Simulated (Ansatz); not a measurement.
**SrTiO₃: energy along a strain**

SrTiO₃, Pm-3m, a = 3.936 Å. The structure is a COD entry; whether it is the stable form wasn't checked. Ansatz: PBE, PAW, 420 eV, Γ-centred 8×8×8 mesh on 5 atoms, Gaussian smearing 0.05 eV; no spin polarisation. Cell vectors (Å): 3.936 0.000 0.000; 0.000 3.936 0.000; 0.000 0.000 3.936. The cell is strained by x per cent times the pattern (1 -1 0 0 0 0) in the order xx yy zz yz xz xy (engineering shears), with fractional coordinates held. y is the free energy over the start, V0 = 12.199 Å³/atom. Symmetry makes y even in x. Points with a strain past 8.5 % were computed too (2) and aren't used here.

```
x (%) y (meV/atom)
-5.00         42.49
 0.00          0.00
 1.25          2.56
 2.50         10.32
 3.75         23.51
 6.25         67.75
 7.50             ?
```

Task: Fit y = c2 x² + c4 x⁴ to the other rows, get the stiffness along the pattern, and predict the missing energy.

Result: Least squares on the rows shown. y = 1.6368 x² + 0.0024997 x⁴. The clamped-ion stiffness p·C·p = 2 × 16.37 eV × 160.2 / 12.199 Å³ = 430 GPa. At x = 7.50 the fit asked for gives 99.98 meV/atom. The run gave 99.94 meV/atom, so the fit is 0.04 meV/atom too high, a small miss on the scale of the series.

Symmetry holds off the tilts and polar distortions that many cubic perovskites undergo.

Cost: 9 runs of about 1.5 core-minutes in all, on Intel Xeon Platinum 8259CL (Skylake/Cascade Lake) (shared hosts).